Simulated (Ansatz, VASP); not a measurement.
Two plane-wave programs on MgH2

```
CELL_PARAMETERS angstrom
4.51731 0.00000 0.00000
0.00000 4.51731 0.00000
0.00000 0.00000 3.01247
ATOMIC_POSITIONS crystal
Mg 0.00000 0.00000 0.00000
Mg 0.50000 0.50000 0.50000
H 0.30422 0.30422 0.00000
H 0.69578 0.69578 0.00000
H 0.80422 0.19578 0.50000
H 0.19578 0.80422 0.50000
```

Alike in both runs: functional PBE; k mesh 6 × 6 × 8; occupations gaussian, width 0.02 eV; no spin polarisation.

Ansatz relaxed the structure, and its values are those at the end. VASP's run is a single point on that final structure, the one shown.

|  | VASP | Ansatz |
| --- | --- | --- |
| version | VASP 6.6.1 | Ansatz 0.2.0 |
| potentials or method | VASP PAW PBE potentials, release 64 (Mg, H) | scalar-relativistic, plane waves, PAW |
| plane-wave cutoff (eV) | 520 | 420 |
| valence electrons in the cell | 8 | 24 |

VASP gave:

* gap on the k mesh at the Fermi level (eV): 3.80
* least direct gap on the mesh (eV): 4.55
* pressure (GPa): -0.3
* rms of the force components (eV/Å): 0.003

Q: Estimate Ansatz's values.

A: gap on the k mesh at the Fermi level (eV): 3.81; least direct gap on the mesh (eV): 4.56; pressure (GPa): 0.0; rms of the force components (eV/Å): 0.003.

The two sets of potentials don't hold the same shells in valence.

A k mesh can miss the band edges. As with any semilocal functional, this PBE gap is likely too small.
